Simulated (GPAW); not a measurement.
BAs: equation of state with PBE

**Measured values to compare with.**

From “Basic Physical Properties of Cubic Boron Arsenide”, 2019, arxiv:1911.11281, for a bulk crystal of BAs: bulk modulus 148 GPa.

The system is BAs.

```
As B
1.0
     0.00000    2.38850    2.38850
     2.38850    0.00000    2.38850
     2.38850    2.38850    0.00000
As B
1 1
Cartesian
  3.5827 3.5827 3.5827
  0.0000 0.0000 0.0000
```

```yaml
Program: GPAW 26.7.0
Task: equation of state
Functional: PBE
Potentials_or_basis: SG15 ONCV 1.2
Cutoff: 1100 eV
Basis: pw
k_mesh: 8 × 8 × 8
Occupations: fermi-dirac, width 0.05 eV
Spin: no spin polarisation
Maxiter: 150
Eos_scales: "[0.94, 0.96, 0.98, 1.0, 1.02, 1.04, 1.06]"
```

The equilibrium volume is 13.65 Å³/atom, the bulk modulus is 125 GPa and the pressure derivative of the bulk modulus is 3.8.

Energy against volume, from the lowest point:
```tsv
volume (Å³/atom)	energy (meV/atom)
12.809	22.61
13.081	10.02
13.354	2.64
13.626	0.00
13.899	1.66
14.171	7.21
14.444	16.31
```

It took 110 s on 1 thread of Arm Neoverse V1, on a shared host, peak memory 0.22 GiB.

A measured bulk modulus of BAs is 148 GPa (quoted in “Basic Physical Properties of Cubic Boron Arsenide”, 2019, arxiv:1911.11281); the calculated 125 GPa misses it by -15.4 %. The fit is for a static lattice scaled at fixed shape and fixed fractional positions.
